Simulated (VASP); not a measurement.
## BN under changes of volume

One of the cells (9.666 Å³/atom); the others are scaled copies at fixed shape and fractional positions:

```
N B
1.0
     0.00000    3.51846    2.18044
     1.25992    0.00000    2.18044
     1.25992    3.51846    0.00000
N B
1 1
Direct
  0.66665 0.66665 0.33335
  0.00005 0.00005 0.99995
```

Measurements of this composition are mostly on another form, of space group No. 194.

| Property | Result |
| --- | --- |
| Program | VASP 6.6.1 |
| Functional | PBE |
| Potentials or basis | VASP PAW PBE potentials, release 64 (N, B) |
| Cutoff | 520 eV |
| k mesh | 13 × 13 × 13 |
| Occupations | fermi-dirac, width 0.05 eV |
| Spin | no spin polarisation |

| volume (Å³/atom) | energy over the lowest point (meV/atom) | pressure (GPa) | gap on the mesh (eV) | largest force (eV/Å) |
| --- | --- | --- | --- | --- |
| 8.908 | ? | ? | ? | ? |
| 9.097 | 21.38 | 13.6 | 3.92 | 0.012 |
| 9.287 | 8.31 | 8.2 | 3.91 | 0.011 |
| 9.666 | 0.00 | -1.2 | 3.88 | 0.009 |
| 9.855 | 3.75 | -5.3 | 3.87 | 0.008 |
| 10.045 | 12.18 | -9.1 | 3.85 | 0.007 |

**Question.** What does the run at 8.908 Å³/atom give?

**Answer.** Energy over the lowest point 41.16 meV/atom; pressure 19.6 GPa; gap on the mesh 3.94 eV; largest force 0.013 eV/Å.

Worked out: A Birch-Murnaghan fit of order 3 (a polynomial in V^(-2/3)) to the other rows has its minimum at 9.62 Å³/atom with B0 = V·E''(V) = 224 GPa and B' = 3.5 at fixed shape and positions, which overstates the stiffness. It gives 41.03 meV/atom at 8.908 Å³/atom, against the run's 41.16, and -dE/dV = 19.6 GPa, against 19.6. A straight line through the other rows of the gap, of slope -0.697 eV per unit of ln V, extrapolates to 3.94 eV, against the run's 3.94.

Energies are extrapolated to zero smearing.

Caveats: an odd mesh through Γ misses points on the zone boundary, where band edges often lie.
